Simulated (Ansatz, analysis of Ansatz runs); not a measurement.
# Charge-transition level of the Fe on the Ga site in GaP (r2SCAN), part 2 of 2

How near does this set-up come to the measured charge-transition level? Subject: Fe on the Ga site in GaP. Set-up: r2SCAN, 64-site cell, r2SCAN lattice, 500 eV, k: the single point 1/4 1/4 1/4 then 2x2x2 shifted 0.5 0.5 0.5. The model is a cell of 64 host atoms with 1 Ga taken out and 1 Fe put in. The level is the Fermi energy at which two charge states have equal formation energy, after a correction for the images of the charge. A meta-GGA costs about twice a GGA and mends lattice constants and part of the gap.

Ansatz 0.2.0; r2SCAN, 64-site cell, r2SCAN lattice, 500 eV, k: the single point 1/4 1/4 1/4 then 2x2x2 shifted 0.5 0.5 0.5.

So far: Starting point; Relaxation, charge 0.

## 2. Relaxation, charge 0 (continued)

Level of this step: plane-wave PAW DFT, r2SCAN; relaxation of all atoms of a defect supercell (Ansatz).

Relaxation path:

| step | energy less that of the first step (eV) | largest force component (eV/Å) |
| --- | --- | --- |
| 1 | 0.0000 | 0.9875 |
| 2 | -0.8088 | 0.3431 |
| 3 | -0.9263 | 0.0255 |
| 4 | -0.9253 | 0.0637 |
| 5 | -0.9268 | 0.0049 |

Relaxation step 4 was tried and not accepted.

The atoms that moved most (Å, from the sites as typed, ahead of the random displacement, the mean shift of all atoms taken out):

| atom | dx | dy | dz | length |
| --- | --- | --- | --- | --- |
| P61 | -0.028 | -0.028 | 0.028 | 0.049 |
| Fe57 | -0.012 | -0.012 | 0.011 | 0.020 |
| P16 | 0.009 | -0.003 | -0.009 | 0.014 |
| P38 | -0.003 | 0.009 | -0.009 | 0.013 |
| P23 | 0.009 | 0.009 | 0.003 | 0.013 |
| Ga59 | -0.007 | -0.007 | -0.005 | 0.011 |
| Ga60 | -0.006 | 0.006 | 0.006 | 0.010 |
| Ga58 | 0.005 | -0.006 | 0.006 | 0.010 |

Neighbours of Fe57 at the end:

| atom | distance (Å) |
| --- | --- |
| P61 | 2.331 |
| P23 | 2.341 |
| P38 | 2.341 |
| P16 | 2.341 |
| Ga19 | 3.834 |
| Ga34 | 3.834 |
| Ga12 | 3.835 |
| Ga51 | 3.853 |
| Ga28 | 3.853 |
| Ga50 | 3.853 |
| Ga44 | 3.853 |
| Ga42 | 3.853 |
| Ga27 | 3.854 |
| Ga59 | 3.862 |
| Ga60 | 3.862 |
| Ga58 | 3.862 |

Numbers from this step:

| Property | Result |
| --- | --- |
| free energy | -146309.4744 eV |
| total moment | 5 μB |
| integral of the absolute spin density | 5.098 μB |
| spin contamination | 0.03283 |

The relaxation ends 14 meV an atom lower than the displaced start, with a largest force component of 0.0049 eV/Å.

## 3. Relaxation, charge −1

The input displaces the atoms at random before the relaxation, so that it can leave a symmetric saddle if there is one.

relax1/input.yaml reads:

```yaml
relax:
  f_tol: 0.02
  max_steps: 80
  random_displacement: { amplitude: 0.05, seed: 376 }
crystal:
  lattice:
    - [10.901, 0.0, 0.0]
    - [0.0, 0.0, -10.901]
    - [0.0, 10.901, 0.0]
  atoms:
    - { symbol: Ga, position: [0.0, 0.0, 0.0] }
    - { symbol: Ga, position: [0.0, 0.25, 0.25] }
[... 9 atom lines left out ...]
    - { symbol: Ga, position: [0.25, 0.25, 0.5] }
[... 3 atom lines left out ...]
    - { symbol: P, position: [0.375, 0.375, 0.625] }
[... 2 atom lines left out ...]
    - { symbol: Ga, position: [0.25, 0.5, 0.25] }
[... 3 atom lines left out ...]
    - { symbol: P, position: [0.375, 0.625, 0.375] }
[... 10 atom lines left out ...]
    - { symbol: Ga, position: [0.5, 0.25, 0.25] }
[... 3 atom lines left out ...]
    - { symbol: P, position: [0.625, 0.375, 0.375] }
[... 3 atom lines left out ...]
    - { symbol: Ga, position: [0.5, 0.25, 0.75] }
[... 1 atom line left out ...]
    - { symbol: Ga, position: [0.75, 0.25, 0.5] }
[... 5 atom lines left out ...]
    - { symbol: Ga, position: [0.5, 0.75, 0.25] }
    - { symbol: Ga, position: [0.75, 0.5, 0.25] }
[... 5 atom lines left out ...]
    - { symbol: Fe, position: [0.5, 0.5, 0.5], spin: 4.0 }
[... 3 atom lines left out ...]
    - { symbol: P, position: [0.625, 0.625, 0.625] }
[... 2 atom lines left out ...]
    - { symbol: P, position: [0.875, 0.875, 0.625] }
  host:
    repeats: [2, 2, 2]
    atoms:
      - { symbol: Ga, position: [0.0, 0.0, 0.0] }
      - { symbol: Ga, position: [0.0, 0.5, 0.5] }
      # ... 6 more atoms of the perfect host
total_charge: -1
basis:
  ecutwfc: 500
  xc_grid: 2
hamiltonian:
  xc: r2scan
kpoints:
  mp_grid: { grid: [1, 1, 1], shift: [0.25, 0.25, 0.25] }
magnetization:
  spin_polarized: true
  initial_magnetization: 4
  spin_locking: { lock_magnetization: hard }
scf:
  occupations: { method: fermi_dirac, width: 0.01 }
  max_iter: 120
output:
  forces: true
  charged_corrections:
    epsilon: 10.68
    static_epsilon: 12.72
    defect_position: [0.5, 0.5, 0.5]
checkpoint:
  write: "../relax1.run"
  compress: false
  write_wavefunctions: true
  write_every: 100000
```

Command:

```console
ansatz run input.yaml --threads 4 --pin off --max-ram 7536MiB --backend cpu --events-out ev --progress --plain --runs-dir out
```

Numbers of over 12 decimals in the logs are rounded to 6 here.

Log:

```text
[...]
Crystal: 64 atoms, lattice volume = 1295.385 Å³
Basis set: ecut = 500 eV, 32987 PW (Γ), exchange–correlation on 160×160×160 points (8 copies of the dense FFT grid, shifted against one another)
Bands: 356, of which v1, the nominal top of the filled ones, is band 290 counted from 1 (289 counted from 0)
Symmetry: 1 space group operations
k-points: 1
[...]
Starting moments: Σ|m| = 4 μB on 1 of 64 sites
[...]
SCF iter   1: F=—  HF=-146302.423963 eV  |F-HF|=—  |Δ(HF+E_count)|=         —  Δρ=2.26e-2 (↑2.26e-2 ↓2.26e-2)  dr2=2.88e1  dr2_τ=1.30e-1  dr2_m=4.99e-2  M=4.000 μB ∫|m|=4.192 μB  β_m=1.00  ethr=3.10e-3  ⟨swp⟩=7.5  Hψ=2912  notcnv=0
[...]
spin=Collinear: Kerker preconditioning applied to the charge; magnetization (m = ρ↑ − ρ↓) channel mixes plain (no charge-response kernel on spin).
[...]
F+E_penalty+E_count = -146302.01893883 eV   max|allowed force component| = 1.078e-2 eV/Å
  atoms:
    - { symbol: Ga, position: [3.9245823209944874e-5, 0.000232, -0.000405] }
    - { symbol: Ga, position: [0.000399, 0.250884, 0.250118] }
[...]
- { symbol: Ga, position: [0.250930, 0.250827, 0.502138] }
[...]
- { symbol: P, position: [0.376265, 0.376120, 0.622916] }
[...]
- { symbol: Ga, position: [0.251894, 0.502286, 0.251530] }
[...]
- { symbol: P, position: [0.377111, 0.624848, 0.376645] }
[...]
- { symbol: Ga, position: [0.250978, 0.749603, 0.497493] }
[...]
- { symbol: P, position: [0.623293, 0.376030, 0.375854] }
    [... 3 atoms left out ...]
    - { symbol: Ga, position: [0.497716, 0.250871, 0.748421] }
    [... 1 atom left out ...]
    - { symbol: Ga, position: [0.748917, 0.250934, 0.497319] }
    [... 12 atoms left out ...]
    - { symbol: Fe, position: [0.499098, 0.498905, 0.498639] }
    [... 3 atoms left out ...]
    - { symbol: P, position: [0.622067, 0.623298, 0.621677] }
    [... 3 atoms left out ...]
[key lines of the parts left out:]
SCF converged after 2 iterations
Magnetization: 4.0000 μB (292.0000 up, 288.0000 down)
Free energy (F): -146302.018939 eV
Fermi energy:    7.799659 (↑ 8.033497, ↓ 7.799659) eV
```

It took 24 min on 4 threads of Arm Neoverse N1, shared host; peak memory 6.4 GiB; 1.6 h of CPU time.

Step by step:

| step | energy less that of the first step (eV) | largest force component (eV/Å) |
| --- | --- | --- |
| 1 | 0.0000 | 1.1658 |
| 2 | -0.8632 | 0.3548 |
| 3 | -0.9832 | 0.0310 |
| 4 | -0.9838 | 0.0108 |

The atoms that moved most (Å, from the sites as typed, ahead of the random displacement, the mean shift of all atoms taken out):

| atom | dx | dy | dz | length |
| --- | --- | --- | --- | --- |
| P61 | -0.031 | -0.030 | 0.020 | 0.047 |
| Ga19 | 0.022 | 0.023 | -0.024 | 0.039 |
| Ga59 | -0.021 | -0.021 | -0.020 | 0.036 |
| P23 | 0.024 | 0.024 | 0.003 | 0.034 |
| Ga60 | -0.016 | 0.025 | 0.013 | 0.033 |
| Ga12 | 0.012 | 0.029 | -0.008 | 0.032 |
| Ga58 | 0.025 | -0.016 | 0.012 | 0.032 |
| Ga34 | 0.029 | 0.011 | -0.008 | 0.032 |

Neighbours of Fe57 at the end:

| atom | distance (Å) |
| --- | --- |
| P38 | 2.328 |
| P16 | 2.328 |
| P23 | 2.328 |
| P61 | 2.331 |
| Ga19 | 3.810 |
| Ga12 | 3.825 |
| Ga34 | 3.826 |
| Ga51 | 3.831 |
| Ga27 | 3.833 |
| Ga59 | 3.836 |
| Ga44 | 3.837 |
| Ga42 | 3.837 |
| Ga28 | 3.845 |
| Ga50 | 3.846 |
| Ga60 | 3.849 |
| Ga58 | 3.849 |

Read from the output:

| Item | Value |
| --- | --- |
| free energy | -146302.0189 eV |
| total moment | 4 μB |
| integral of the absolute spin density | 4.164 μB |
| spin contamination | 0.05212 |

The relaxation ends 15 meV an atom lower than the displaced start, with a largest force component of 0.011 eV/Å.

## 4. Single point, charge 0

The relaxed structure is kept, and the final numbers are taken at the final level and k-points.

This step: plane-wave PAW DFT, r2SCAN; single point of a defect supercell.

point0/input.yaml reads:

```yaml
crystal:
  lattice:
    - [10.901, 0.0, 0.0]
    - [0.0, 0.0, -10.901]
    - [0.0, 10.901, 0.0]
  atoms:
    - { symbol: Ga, position: [1.6771e-05, 0.000226092, -0.000400052] }
    - { symbol: Ga, position: [0.000309907, 0.250403983, 0.249741519] }
[... 9 atom lines left out ...]
    - { symbol: Ga, position: [0.250077463, 0.250309646, 0.500241798] }
[... 3 atom lines left out ...]
    - { symbol: P, position: [0.375717353, 0.375969265, 0.624162933] }
[... 6 atom lines left out ...]
    - { symbol: P, position: [0.375708524, 0.624816534, 0.375261839] }
[... 3 atom lines left out ...]
    - { symbol: Ga, position: [0.250052746, 0.500337049, 0.749547192] }
[... 10 atom lines left out ...]
    - { symbol: P, position: [0.624583386, 0.375932015, 0.375298594] }
[... 3 atom lines left out ...]
    - { symbol: Ga, position: [0.500111735, 0.250301543, 0.749501973] }
[... 1 atom line left out ...]
    - { symbol: Ga, position: [0.749964345, 0.250327747, 0.499702501] }
[... 12 atom lines left out ...]
    - { symbol: Fe, position: [0.498808834, 0.499074513, 0.498362278], spin: 5.0 }
    - { symbol: Ga, position: [0.50035337, 0.749526572, 0.748883647] }
    - { symbol: Ga, position: [0.749271432, 0.500597128, 0.748862731] }
    - { symbol: Ga, position: [0.749309785, 0.749536935, 0.499985521] }
    - { symbol: P, position: [0.622294077, 0.622525171, 0.621869673] }
[... 2 atom lines left out ...]
    - { symbol: P, position: [0.874510241, 0.8747537, 0.62436731] }
  host:
    repeats: [2, 2, 2]
    atoms:
      - { symbol: Ga, position: [0.0, 0.0, 0.0] }
      - { symbol: Ga, position: [0.0, 0.5, 0.5] }
      # ... 6 more atoms of the perfect host
basis:
  ecutwfc: 500
  xc_grid: 2
hamiltonian:
  xc: r2scan
kpoints:
  mp_grid: { grid: [2, 2, 2], shift: [0.5, 0.5, 0.5] }
magnetization:
  spin_polarized: true
  initial_magnetization: 5
  spin_locking: { lock_magnetization: hard }
scf:
  occupations: { method: fermi_dirac, width: 0.01 }
  max_iter: 120
output:
  forces: true
  charged_corrections:
    epsilon: 10.68
    static_epsilon: 12.72
    defect_position: [0.5, 0.5, 0.5]
  eigenvalues: true
checkpoint:
  read: "../relax0.run"
  write: "../point0.run"
  compress: false
  write_wavefunctions: true
  write_every: 100000
```

Log:

```text
[...]
Crystal: 64 atoms, lattice volume = 1295.385 Å³
Basis set: ecut = 500 eV, 32987 PW (Γ), exchange–correlation on 160×160×160 points (8 copies of the dense FFT grid, shifted against one another)
Bands: 356, of which v1, the nominal top of the filled ones, is band 290 counted from 1 (289 counted from 0)
Symmetry: 1 space group operations
[...]
k-points: 4 of 8 (time reversal used)
[...]
Stability of the state it starts from, as read at its close in the collinear treatment: not read, because the mixer in use, unlike msr1, does not test its closes by its own steps (another_mixer); its run was given moments
Starting moments: Σ|m| = 5 μB on 1 of 64 sites; this step starts from the density that it was given
[...]
--- Forces (eV/Å), atoms counted from 1 ---
  atom   1  Ga    -0.01358751    -0.01388839     0.01351763
  atom   2  Ga    -0.02087923    -0.01579347     0.01687874
  [... 13 atoms left out ...]
  atom  16  P      0.01655021    -0.04491357    -0.01660686
  [... 6 atoms left out ...]
  atom  23  P      0.01558624     0.01684048     0.04342796
  [... 3 atoms left out ...]
  atom  27  Ga    -0.02401747    -0.00528063     0.03091025
  [... 10 atoms left out ...]
  atom  38  P     -0.04565520     0.01671349    -0.01659925
  [... 3 atoms left out ...]
  atom  42  Ga    -0.03159993    -0.00307594     0.02519851
  [... 14 atoms left out ...]
  atom  57  Fe    -0.01716109    -0.01565251     0.01936522
  atom  58  Ga    -0.03692602    -0.02079996     0.02179090
  atom  59  Ga    -0.01988988    -0.01916704     0.03756381
  atom  60  Ga    -0.02136671    -0.03867940     0.02028309
  atom  61  P      0.08276268     0.08515427    -0.08596157
  [... 3 atoms left out ...]
  max |Σ_I F_I| component: 2.29e-3 eV/Å
--- Band table (eV; the first three rows and the last of 8) ---
[...]
[... further k-points left out ...]
[key lines of the parts left out:]
SCF converged after 11 iterations
Magnetization: 5.0000 μB (292.0000 up, 287.0000 down)
Free energy (F): -146309.455666 eV
Fermi energy:    7.258302 (↑ 7.954949, ↓ 7.134324) eV
```

It took 16 min on 4 threads; peak memory 5.7 GiB; 63 min of CPU time.

Numbers from this step:

```
free energy                           : -146309.4557 eV
total moment                          : 5 μB
integral of the absolute spin density : 5.064 μB
spin contamination                    : 0.03228
```

## 5. Single point, charge −1

This step: plane-wave PAW DFT, r2SCAN; single point of a defect supercell.

point1/input.yaml reads:

```yaml
crystal:
  lattice:
    - [10.901, 0.0, 0.0]
    - [0.0, 0.0, -10.901]
    - [0.0, 10.901, 0.0]
  atoms:
    - { symbol: Ga, position: [3.9246e-05, 0.000232428, -0.000405354] }
    - { symbol: Ga, position: [0.000398535, 0.250883511, 0.250118455] }
[... 13 atom lines left out ...]
    - { symbol: P, position: [0.376265258, 0.376120037, 0.622916381] }
[... 2 atom lines left out ...]
    - { symbol: Ga, position: [0.251893637, 0.502286267, 0.251529541] }
[... 3 atom lines left out ...]
    - { symbol: P, position: [0.377110791, 0.624848478, 0.376645392] }
[... 3 atom lines left out ...]
    - { symbol: Ga, position: [0.251251787, 0.49873574, 0.748107249] }
[... 10 atom lines left out ...]
    - { symbol: P, position: [0.623292825, 0.376030166, 0.375854085] }
[... 3 atom lines left out ...]
    - { symbol: Ga, position: [0.497716343, 0.250871391, 0.748421071] }
[... 8 atom lines left out ...]
    - { symbol: Ga, position: [0.74845438, 0.498817377, 0.251005459] }
[... 5 atom lines left out ...]
    - { symbol: Fe, position: [0.499098345, 0.498904534, 0.498639287], spin: 4.0 }
    - { symbol: Ga, position: [0.5021211, 0.748965009, 0.747956974] }
    - { symbol: Ga, position: [0.74790309, 0.501919934, 0.747515871] }
    - { symbol: Ga, position: [0.748392281, 0.748952362, 0.501790266] }
    - { symbol: P, position: [0.622066751, 0.623297842, 0.62167676] }
[... 2 atom lines left out ...]
    - { symbol: P, position: [0.874860858, 0.875092833, 0.624222255] }
  host:
    repeats: [2, 2, 2]
    atoms:
      - { symbol: Ga, position: [0.0, 0.0, 0.0] }
      - { symbol: Ga, position: [0.0, 0.5, 0.5] }
      # ... 6 more atoms of the perfect host
total_charge: -1
basis:
  ecutwfc: 500
  xc_grid: 2
hamiltonian:
  xc: r2scan
kpoints:
  mp_grid: { grid: [2, 2, 2], shift: [0.5, 0.5, 0.5] }
magnetization:
  spin_polarized: true
  initial_magnetization: 4
  spin_locking: { lock_magnetization: hard }
scf:
  occupations: { method: fermi_dirac, width: 0.01 }
  max_iter: 120
output:
  forces: true
  charged_corrections:
    epsilon: 10.68
    static_epsilon: 12.72
    defect_position: [0.5, 0.5, 0.5]
  eigenvalues: true
checkpoint:
  read: "../relax1.run"
  write: "../point1.run"
  compress: false
  write_wavefunctions: true
  write_every: 100000
```

Log:

```text
[...]
Crystal: 64 atoms, lattice volume = 1295.385 Å³
Basis set: ecut = 500 eV, 32987 PW (Γ), exchange–correlation on 160×160×160 points (8 copies of the dense FFT grid, shifted against one another)
Bands: 356, of which v1, the nominal top of the filled ones, is band 290 counted from 1 (289 counted from 0)
Symmetry: 1 space group operations
[...]
k-points: 4 of 8 (time reversal used)
[...]
SCF iter  12: F=-146302.005769 eV  HF=-146302.005769 eV  |F-HF|=1.43e-8  |Δ(HF+E_count)|=   1.69e-7  Δρ=1.16e-6 (↑7.13e-7 ↓1.16e-6)  dr2=1.88e-8  dr2_τ=1.60e-10  dr2_m=1.57e-9  M=4.000 μB ∫|m|=4.112 μB  ethr=1.72e-11  ⟨swp⟩=6.9  Hψ=11528  notcnv=0
SCF 1 converged in 12 iterations: F = -146302.005769 eV  dr2 = 1.88e-8
[...]
SCF converged after 12 iterations
Magnetization: 4.0000 μB (292.0000 up, 288.0000 down)
[...]
[... 3 atoms left out ...]
  atom  23  P     -0.01964753    -0.02074540     0.02849928
  [... 3 atoms left out ...]
  atom  27  Ga    -0.01043403    -0.00506003     0.02241414
  [... 10 atoms left out ...]
  atom  38  P      0.00109720     0.03267339     0.01086785
  [... 18 atoms left out ...]
  atom  57  Fe     0.01753900     0.02008413    -0.02943061
  atom  58  Ga    -0.02026913    -0.00665121     0.01254920
  atom  59  Ga    -0.01754811    -0.01709093     0.03034908
  atom  60  Ga    -0.00963131    -0.02456257     0.01162528
  atom  61  P      0.02418878     0.02364042    -0.01434381
  [... 3 atoms left out ...]
  max |Σ_I F_I| component: 4.03e-4 eV/Å
--- Charged-cell corrections in eV (Makov–Payne, q = -1.000 e, ε = 10.680 of the electrons, 12.720 with the ions) ---
[...]
E_corr1          = +0.175464  (monopole, q²α_M/2εL)
  F Makov-Payne    = n/a  (the rows are of the electrons' constant alone; ansatz place-levels tells what screens the charge)
[...]
--- Band table (eV; the first three rows and the last of 8) ---
[...]
[... further k-points left out ...]
[key lines of the parts left out:]
Free energy (F): -146302.005769 eV
Fermi energy:    7.796150 (↑ 8.032796, ↓ 7.796150) eV
```

The job ended after 17 min (4 threads; peak memory 5.7 GiB).

Numbers from this step:

```yaml
free_energy: -146302.0058 eV
total_moment: 4 μB
integral_of_the_absolute_spin_density: 4.114 μB
spin_contamination: 0.05150
```

## 6. Charge-transition levels

A charged cell feels its images and has its own zero of potential; this step corrects both and places the level between the host's band edges.

This step: place-levels on r2SCAN runs: charge-transition levels with image-charge correction and potential alignment at the atomic sites.

levels.yaml reads:

```yaml
host:
  run: host.point.run
states: [point0.run, point1.run]
geometry_from:
  point0.run: relax0.run
  point1.run: relax1.run
  host.point.run: host.relax.run
```

Command:

```console
ansatz place-levels levels.yaml -- --threads 4 --pin off --max-ram 7536MiB
```

Log:

```text
(0/-1) 0.683 eV above the valence edge, 1.160 eV under the conduction edge
  edges by r2scan, gap 1.844 eV; the host is sampled to repeats of 30.83 Å
  the defect's cells are sampled to repeats of 30.83 Å, like sampling
  charge 0: +0.000 eV for its dipole among its images, +0.000 omitted
  charge -1: -146301.8728 eV with its correction of +0.133 eV, at epsilon 12.72, aligned at sites: +0.0143 eV, mean over 35 atomic sites at or beyond 5.45 Å from the defect at [0.5000, 0.5000, 0.5000], with +0.000000 for the charge's moments and without [...]
  of states[0] (point0.run): stability_check_not_made
  of states[1] (point1.run): how wide its charge is, is not read beside other atoms or cores, and a band state would take no correction. [...]
```

Run time: 0.28 s. Hardware: 4 threads.

Read from the output:

| Quantity | Value |
| --- | --- |
| gap | 1.844 eV |

## 7. What came out

| Quantity | Value |
| --- | --- |
| static dielectric constant used | 12.7 |
| band gap of the host | 1.84 eV |
| (0/-1) level above the valence-band top | 0.68 eV |
| time of the whole chain | 81 min on 4 threads |

What this shows: (0/-1) level above the valence-band top: computed 0.68 eV, measured 0.86 eV and 0.82 eV; 0.14 eV below the nearest measurement. The level is counted in a gap of 1.84 eV, and the correction is screened by a dielectric constant of 12.7 from a linear-response run on the host (PBEsol). Levels hang on the band edges, which semilocal functionals place too close together. The total moment is locked at the high-spin value, which doesn't force the spin onto the d shell; spin-orbit coupling, which lowers the gap of these hosts' heavier members, is left out. Limits: the total moment of each charge state is locked at an assumed value.

[Logs are printed without paths, hosts, clocks, repeated set-up lines and the standing remarks that a program may print on its own settings, such as how far it seeks lower states.]

[Hosts, paths, dates, database ids (printed as entryN), source tags and the programs' standing remarks are cut or masked in the printed files.]

[For some hosts the program warned that the k-mesh of the response run may be too coarse for force constants and the static dielectric constant; such warnings are not shown here.]
